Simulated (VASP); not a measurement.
# Al (Fm-3m) in VASP: notebook

The runs below take Al through single point, with PBE.

All numbers are computed with VASP 6.6.1; they aren't measurements. Logs are shortened: lines on timing, memory, paths and dates and some standing lists are left out, and cuts for length are marked.

## (1) The undisturbed crystal

Symmetry: Fm-3m, No. 225, cubic system. Conventional cell: a = 4.050 Å, b = 4.050 Å, c = 4.050 Å, α = 90.00°, β = 90.00°, γ = 90.00°. Around Al (site symmetry m-3m) lie 12 Al at 2.86 Å.

## (2) Single point, PBE (grid = ENCUT=400 dk=0.27 cell=3x3x3 ISMEAR=1 SIGMA=0.1 LREAL=Auto EDIFF=1e-06)

The input, INCAR:

```
SYSTEM = Al26Cu
ALGO = Fast ; EDIFF = 1E-6
ENCUT = 400 ; GGA = PE
ISIF = 2 ; ISMEAR = 1
LASPH = .True. ; LCHARG = .False.
LREAL = Auto ; LWAVE = .False.
NBANDS = 72 ; NELM = 120
PREC = Accurate ; SIGMA = 0.1
```

The input, KPOINTS:

```
k-points
0
Gamma
  4 4 4
  0 0 0
```

The input, POSCAR:

```
Al26Cu
1.0
    0.0000000000      6.0744150000      6.0744150000
    6.0744150000      0.0000000000      6.0744150000
    6.0744150000      6.0744150000      0.0000000000
Cu Al
1 26
Direct
    0.0000000000      0.0000000000      0.0000000000
    0.0000000000      0.0000000000      0.3333333333
    0.0000000000      0.0000000000      0.6666666667
    0.0000000000      0.3333333333      0.0000000000
    0.0000000000      0.3333333333      0.3333333333
    0.0000000000      0.3333333333      0.6666666667
    0.0000000000      0.6666666667      0.0000000000
    0.0000000000      0.6666666667      0.3333333333
    0.0000000000      0.6666666667      0.6666666667
    0.3333333333      0.0000000000      0.0000000000
    0.3333333333      0.0000000000      0.3333333333
    0.3333333333      0.0000000000      0.6666666667
    0.3333333333      0.3333333333      0.0000000000
    0.3333333333      0.3333333333      0.3333333333
    0.3333333333      0.3333333333      0.6666666667
    0.3333333333      0.6666666667      0.0000000000
    0.3333333333      0.6666666667      0.3333333333
    0.3333333333      0.6666666667      0.6666666667
    0.6666666667      0.0000000000      0.0000000000
    0.6666666667      0.0000000000      0.3333333333
    0.6666666667      0.0000000000      0.6666666667
    0.6666666667      0.3333333333      0.0000000000
    0.6666666667      0.3333333333      0.3333333333
    0.6666666667      0.3333333333      0.6666666667
    0.6666666667      0.6666666667      0.0000000000
    0.6666666667      0.6666666667      0.3333333333
    0.6666666667      0.6666666667      0.6666666667
```

Potentials or basis: VASP PAW PBE potentials, release 64 (Cu, Al).

On the command line:

```
cat potpaw_PBE.64/Cu/POTCAR potpaw_PBE.64/Al/POTCAR > POTCAR
mpirun -np 1 vasp_std > vasp.out
```

OUTCAR:

```text
SYSTEM = Al26Cu
   EDIFF = 1E-6
   ENCUT = 400
   GGA = PE
   ISIF = 2
   ISMEAR = 1
   LASPH = .True.
   LREAL = Auto
   NELM = 120
   PREC = Accurate

 Found      8 irreducible k-points:

 Following reciprocal coordinates:
            Coordinates               Weight
  0.000000  0.000000  0.000000      1.000000
  0.250000  0.000000  0.000000      8.000000
  0.500000  0.000000  0.000000      4.000000
  0.250000  0.250000  0.000000      6.000000
  0.500000  0.250000  0.000000     24.000000
 -0.250000  0.250000  0.000000     12.000000
   k-points           NKPTS =      8   k-points in BZ     NKDIM =      8   number of bands    NBANDS=     72
   number of dos      NEDOS =    301   number of ions     NIONS =     27
   total plane-waves  NPLWV = 175616
   dimension x,y,z NGX =    56 NGY =   56 NGZ =   56
   dimension x,y,z NGXF=   112 NGYF=  112 NGZF=  112
   ions per type =               1  26
   NGX,Y,Z   is equivalent  to a cutoff of  10.84, 10.84, 10.84 a.u.
   NGXF,Y,Z  is equivalent  to a cutoff of  21.67, 21.67, 21.67 a.u.
 SYSTEM =  Al26Cu
   PREC   = accura    normal or accurate (medium, high low for compatibility)
   ISTART =      0    job   : 0-new  1-cont  2-samecut
   ICHARG =      2    charge: 1-file 2-atom 10-const
   ISPIN  =      1    spin polarized calculation?
   LNONCOLLINEAR =      F non collinear calculations
   LSORBIT =      F    spin-orbit coupling
   LASPH  =      T    aspherical Exc in radial PAW
   ENCUT  =  400.0 eV  29.40 Ry    5.42 a.u.  14.01 14.01 14.01*2*pi/ulx,y,z
   NELM   =    120;   NELMIN=  2; NELMDL= -5     # of ELM steps
   EDIFF  = 0.1E-05   stopping-criterion for ELM
   LREAL  =      T    real-space projection
   EDIFFG = 0.1E-04   stopping-criterion for IOM
   NSW    =      0    number of steps for IOM
[... 5 lines left out ...]
   TEBEG  =    0.0;   TEEND  =   0.0 temperature during run
   PSTRESS=    0.0 pullay stress
   NELECT =      89.0000    total number of electrons
   NUPDOWN=      -1.0000    fix difference up-down
   EMIN   =  10.00;   EMAX   =-10.00  energy-range for DOS
   EFERMI =   0.00;   METHOD = LEGACY
   ISMEAR =     1;   SIGMA  =   0.10  broadening in eV -4-tet -1-fermi 0-gaus
   EFERMI_NEDOS =   21; number of points for ismear=-14 and -15
   IALGO  =     68    algorithm
   IMIX   =      4    mixing-type and parameters
     AMIX     =   0.40;   BMIX     =  1.00
     AMIX_MAG =   1.60;   BMIX_MAG =  1.00
  volume/ion in A,a.u.               =      16.60       112.04
  Fermi-wavevector in a.u.,A,eV,Ry     =   0.955045  1.804773 12.410016  0.912110
  Thomas-Fermi vector in A             =   2.083847
   LORBIT       =      0    0 simple, 1 ext, 2 COOP (PROOUT), +10 PAW based schemes
   GGA     = PE    functional components
   LHFCALC =     F    Hartree Fock is set to
   AEXX    =    0.0000 exact exchange contribution
   IVDW    =     0    specifies the selected vdW correction
   LEPSILON=     F    determine dielectric tensor
   LRPA    =     F    only Hartree local field effects (RPA)
 non-spin polarized calculation
 RMM-DIIS sequential band-by-band and
 Methfessel and Paxton  Order N= 1 SIGMA  =   0.10
  energy-cutoff  :      400.00
  volume of cell :      448.27
 maximum number of plane-waves:      8164
   NGX = 29   NGY = 29   NGZ = 29

 number of electron      89.0000012 magnetization

 Free energy of the ion-electron system (eV)
  ---------------------------------------------------
  ext. energy  EPLUGINS =         0.00000000
  ---------------------------------------------------
  free energy    TOTEN  =      -101.16832881 eV

  energy without entropy =     -101.16089513  energy(sigma->0) =     -101.16585092

 E-fermi :   7.7385     XC(G=0): -10.2020

 val. band max:        7.7339133328   @ k =   0.5000   0.2500   0.0000
 cond. band min:       7.7523507507   @ k =   0.2500   0.0000   0.0000
 fundamental gap:      0.0184374179
 Fermi energy:         7.7385190046

 k-point     1 :       0.0000    0.0000    0.0000
  band No.  band energies     occupation
      1      -3.1830      2.00000
      2      -0.2788      2.00000
      3      -0.2788      2.00000
      4      -0.2788      2.00000
      5      -0.2618      2.00000
      6      -0.2105      2.00000
[... 48 lines left out ...]
     55       8.3529     -0.00000
     56       8.5814     -0.00000

 k-point     2 :       0.2500    0.0000    0.0000
  band No.  band energies     occupation
      1      -2.9963      2.00000
      2      -1.5048      2.00000
      3      -0.5522      2.00000
      4      -0.5522      2.00000
      5      -0.4742      2.00000
      6      -0.0580      2.00000
[... 48 lines left out ...]
     55       9.3700     -0.00000
     56       9.4237     -0.00000

 k-point     3 :       0.5000    0.0000    0.0000
  band No.  band energies     occupation
      1      -2.4935      2.00000
      2      -2.3731      2.00000
      3      -0.5325      2.00000
      4      -0.5325      2.00000
      5      -0.5257      2.00000
      6      -0.4397      2.00000
[... 48 lines left out ...]
     55       9.5395     -0.00000
     56       9.5395     -0.00000

 k-point     4 :       0.2500    0.2500    0.0000
  band No.  band energies     occupation
      1      -2.9341      2.00000
      2      -1.0203      2.00000
      3      -1.0086      2.00000
      4      -0.9778      2.00000
      5      -0.9778      2.00000
      6      -0.7085      2.00000
[... 48 lines left out ...]
     55       9.4445     -0.00000
     56       9.6186     -0.00000

 k-point     5 :       0.5000    0.2500    0.0000
  band No.  band energies     occupation
      1      -2.5036      2.00000
      2      -1.9983      2.00000
      3      -1.5044      2.00000
      4      -1.0391      2.00000
      5      -0.9435      2.00000
      6      -0.0097      2.00000
[... 48 lines left out ...]
     55       9.5097     -0.00000
     56       9.9809      0.00000

 k-point     6 :      -0.2500    0.2500    0.0000
  band No.  band energies     occupation
      1      -2.6870      2.00000
      2      -1.7334      2.00000
      3      -1.6404      2.00000
      4      -0.7338      2.00000
      5      -0.6480      2.00000
      6       0.2104      2.00000
[... 48 lines left out ...]
     55       9.2984     -0.00000
     56       9.7143     -0.00000

 [... further k-points ...]

 [bands above 56 left out]

------------------------ aborting loop because EDIFF is reached ----------------------------------------

  FORCE on cell =-STRESS in cart. coord.  units (eV):
  Direction    XX          YY          ZZ          XY          YZ          ZX
  --------------------------------------------------------------------------------------
  -------------------------------------------------------------------------------------
  Total       -4.7379868     -4.7379868     -4.7379868      0.0000000     -0.0000000     -0.0000000
  in kB      -16.9340585    -16.9340585    -16.9340585      0.0000000     -0.0000000     -0.0000000
  external PRESSURE =     -16.9340585 kB  Pullay stress =       0.0000000 kB

 VOLUME and BASIS-vectors are now :
 -----------------------------------------------------------------------------
  energy-cutoff  :      400.00
  volume of cell :      448.27
      direct lattice vectors                 reciprocal lattice vectors
     0.000000000  6.074415000  6.074415000    -0.082312453  0.082312453  0.082312453
     6.074415000  0.000000000  6.074415000     0.082312453 -0.082312453  0.082312453
     6.074415000  6.074415000  0.000000000     0.082312453  0.082312453 -0.082312453

 POSITION                                       TOTAL-FORCE (eV/Angst)
 -----------------------------------------------------------------------------------
      0.00000      0.00000      0.00000         0.000000     -0.000000     -0.000000
      2.02480      2.02480      0.00000        -0.123863     -0.123863     -0.000000
      4.04961      4.04961      0.00000         0.123863      0.123863     -0.000000
      2.02480      0.00000      2.02480        -0.123863     -0.000000     -0.123863
      4.04961      2.02480      2.02480        -0.029011      0.029011      0.029011
      6.07442      4.04961      2.02480         0.000000      0.123863     -0.123863
[... 19 lines left out ...]
      6.07442      6.07442      8.09922         0.000000     -0.000000     -0.016482
      8.09922      8.09922      8.09922         0.029011      0.029011      0.029011
 -----------------------------------------------------------------------------------
    total drift:                                0.000000      0.000000      0.000000

  FREE ENERGIE OF THE ION-ELECTRON SYSTEM (eV)
  ---------------------------------------------------
  free  energy   TOTEN  =      -101.1683288109 eV

  energy  without entropy=     -101.1608951310  energy(sigma->0) =     -101.16585092
```

OSZICAR:

```text
N       E                     dE             d eps       ncg     rms          rms(c)
[... 12 lines left out ...]
RMM:  13    -0.101177603375E+03    0.75652E-02   -0.25023E-02  1561   0.560E-01    0.773E-01
RMM:  14    -0.101173853131E+03    0.37502E-02   -0.58895E-03  1537   0.217E-01    0.588E-01
RMM:  15    -0.101171624423E+03    0.22287E-02   -0.18386E-03  1456   0.122E-01    0.466E-01
RMM:  16    -0.101168384721E+03    0.32397E-02   -0.72807E-03  1567   0.341E-01    0.925E-02
RMM:  17    -0.101168348665E+03    0.36056E-04   -0.24263E-04  1580   0.460E-02    0.657E-02
RMM:  18    -0.101168318857E+03    0.29809E-04   -0.41129E-05  1374   0.296E-02    0.468E-02
RMM:  19    -0.101168328664E+03   -0.98076E-05   -0.10397E-05  1246   0.144E-02    0.526E-02
RMM:  20    -0.101168328811E+03   -0.14674E-06   -0.27969E-06   995   0.581E-03
   1 F= -.10116833E+03 E0= -.10116585E+03  d E =-.743368E-02
```

stdout:

```text
POSCAR found type information on POSCAR CuAl
 POSCAR found :  2 types and      27 ions
 scaLAPACK will be used
 LDA part: xc-table for (Slater+PW92), standard interpolation
 POSCAR, INCAR and KPOINTS ok, starting setup
 FFT: planning ... GRIDC
 FFT: planning ... GRID_SOFT
 FFT: planning ... GRID
 WAVECAR not read
 entering main loop
```

It took 6.2 min on 1 thread of Intel Xeon Platinum 8259CL at 2.50GHz (Skylake/Cascade Lake), shared host; peak memory 0.46 GiB.

These settings aren't checked as converged: the numbers below hold their error.

What came out:

```
Free energy            : -101.1683 eV
Pressure               : -1.7 GPa
Largest force          : 0.175 eV/Å
Band gap on the k mesh : none (metal or under the smearing width)
```

## (3) Single point, PBE (grid = ENCUT=400 dk=0.6 cell=3x3x3 ISMEAR=1 SIGMA=0.1 LREAL=Auto EDIFF=1e-06)

INCAR is that of step 2.

The input, KPOINTS:

```
k-points
0
Gamma
  2 2 2
  0 0 0
```

POSCAR is that of step 2.

Potentials or basis: VASP PAW PBE potentials, release 64 (Cu, Al).

On the command line:

```
cat potpaw_PBE.64/Cu/POTCAR potpaw_PBE.64/Al/POTCAR > POTCAR
mpirun -np 1 vasp_std > vasp.out
```

It took 2.7 min on 1 thread of Intel Xeon Platinum 8259CL at 2.50GHz (Skylake/Cascade Lake), shared host; peak memory 0.41 GiB.

These settings aren't checked as converged: the numbers below hold their error.

What came out:

* Free energy: -103.0058 eV
* Pressure: -1.7 GPa
* Largest force: 0.346 eV/Å
* Band gap on the k mesh: none (metal or under the smearing width)

Caveat: the k mesh is coarse (spacing up to 0.45 Å⁻¹), so the values aren't converged.

## (4) Single point, PBE (grid = ENCUT=400 dk=0.45 cell=3x3x3 ISMEAR=1 SIGMA=0.1 LREAL=Auto EDIFF=1e-06)

INCAR is that of step 3.

KPOINTS is that of step 3.

POSCAR is that of step 3.

On the command line:

```
cat potpaw_PBE.64/Cu/POTCAR potpaw_PBE.64/Al/POTCAR > POTCAR
mpirun -np 1 vasp_std > vasp.out
```

It took 3 min on 1 thread of Intel Xeon Platinum 8259CL at 2.50GHz (Skylake/Cascade Lake), shared host; peak memory 0.41 GiB.

These settings aren't checked as converged: the numbers below hold their error.

Results:

| Item | Value |
| --- | --- |
| Free energy | -103.0058 eV |
| Pressure | -1.7 GPa |
| Largest force | 0.346 eV/Å |
| Band gap on the k mesh | none (metal or under the smearing width) |

Caveat: the k mesh is coarse (spacing up to 0.45 Å⁻¹), so the values aren't converged.

(Continued in part 2 of 2.)
